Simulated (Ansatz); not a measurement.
## Levels of theory on BAs (COD cell start)

**Experimental background.**

From “Thermal expansion coefficients of high thermal conducting BAs and BP materials”, 2019, arxiv:1906.04101, for a bulk crystal of BAs at 300 K: lattice constant a 4.7766 ± 0.0014 Å.

“Basic Physical Properties of Cubic Boron Arsenide”, 2019, arxiv:1911.11281 quotes, for a bulk crystal of BAs: bulk modulus 148 GPa; band gap 1.82 eV (indirect) at 300 K.

How close the calculation comes is told at the end.

The compound was started in one structure type and brought to zero pressure at each level (plane-wave PAW code Ansatz, Gaussian smearing of 0.05 eV, scalar-relativistic unless SOC, spin–orbit coupling, is named).

The start was a cell as deposited in COD.

The cell at PBEsol (neighbours within 15 % of each site's shortest distance, so a longer bond may be listed from one end only): It takes space group F-43m (No. 216, cubic). Conventional cell: a = 4.768 Å, b = 4.768 Å, c = 4.768 Å, α = 90.00°, β = 90.00°, γ = 90.00°. Around B (site symmetry -43m) lie 4 As at 2.06 Å. As (site symmetry -43m) has 4 B at 2.06 Å as nearest neighbours.

| level | cutoff (eV) | k-mesh | final group | a (Å) | V (Å³/atom) | gap (eV) | B0 (GPa) | E_f (eV/atom) |
| --- | --- | --- | --- | --- | --- | --- | --- | --- |
| PBEsol | 420 | 12×12×12 | F-43m | 4.768 | 13.55 | 1.08 | 140 | -0.04 |
| PBE | 420 | 12×12×12 | F-43m | 4.809 | 13.90 | 1.20 | 131 | -0.03 |

Volumes against PBE: PBEsol −2.6 %. PBEsol < PBE is the usual order of volumes: a stronger gradient correction lowers the energy of inhomogeneous, expanded densities and so lengthens the bonds (here 0.9 % in length from PBEsol to PBE, a third of the change in volume). Of these two, the larger cell is the softer: stretching the PBEsol crystal to the PBE volume along its own (Murnaghan) curve would take its modulus to B0 (V0/V)^B0′ = 140 × (13.55/13.90)^4.1 = 126 GPa, against 131 GPa found, so volume alone would soften it more than is found. The functionals agree on the formation energy within the error of about 0.01 to 0.02 eV/atom.

Measured a = 4.7766 Å (300 K; “Thermal expansion coefficients of high thermal conducting BAs and BP materials”, 2019, arxiv:1906.04101); the levels miss it by −0.2 % (PBEsol), +0.7 % (PBE). PBEsol comes closest. The calculated cells are static, while the measured one holds zero-point and thermal expansion, usually some tenths of a per cent in a lattice constant. Measured bulk modulus: 148 GPa (quoted in “Basic Physical Properties of Cubic Boron Arsenide”, 2019, arxiv:1911.11281); calculated 140 GPa (PBEsol), 131 GPa (PBE). Measured gap: 1.82 eV (indirect; 300 K; “Basic Physical Properties of Cubic Boron Arsenide”, 2019, arxiv:1911.11281); calculated 1.08 eV (PBEsol), 1.20 eV (PBE). Kohn–Sham gaps of semilocal functionals as a rule fall short of measured gaps.

The PAW datasets are PBE ones. Gaps are (generalised) Kohn–Sham gaps. E_f is the formation energy from the elements run alike, at 0 K, without zero-point energy or dispersion between the molecules, chains or layers of the solid elements; it is good to about 0.01 eV/atom as a calculation.

All runs used the PAW datasets of the set soft_2.
